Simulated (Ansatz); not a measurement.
Method: PBEsol, scalar-relativistic; collinear spin; PAW, 420 eV, 10×10×12 k-mesh, Gaussian smearing of 0.05 eV; code Ansatz. The datasets are Ansatz's generated set soft_2.

A crystal of composition XSi2, relaxed at this level of theory, gives this pattern between 10° and 80°.

Cu Kα1 powder pattern (kinematic, no thermal factors).
```
2θ (°)  relative intensity
 24.95                  33
 43.94                  90
 44.51                 100
 51.19                   4
 64.33                  31
 69.70                   3
 76.97                   5
```

**Question.** Which lattice and cell does the pattern come from?

**Answer.** Hexagonal, space group P6/mmm (No. 191), a = 4.118 Å, b = 4.118 Å, c = 2.476 Å, α = 90.00°, β = 90.00°, γ = 120.00°. The line positions fix the lattice at most, not the space group, and lines under 1 % of the strongest aren't listed; this is the group of the computed cell.

The calculation on XSi2, where X is one element, gave:

* Band gap: zero (metallic)
* Density of states at the Fermi level: 1.1 states/(eV·atom)
* Magnetic state: non-magnetic (the starting moments died out)
* Site spin moments: none
* Formation energy from the elements (0 K, uncorrected): 0.23 eV/atom (unstable against the elements)

Sites: X on 1a, Si on 2d.

**Question.** Which element is X?
A. Cu
B. Ni
C. Fe
D. Co

**Answer.** D. X is Co, so the compound is CoSi2.

This is a trial structure; measured cells of the compound in the Crystallography Open Database are in space group Fm-3m.

The starting moments died out; a magnetic state reached from other starts isn't excluded.
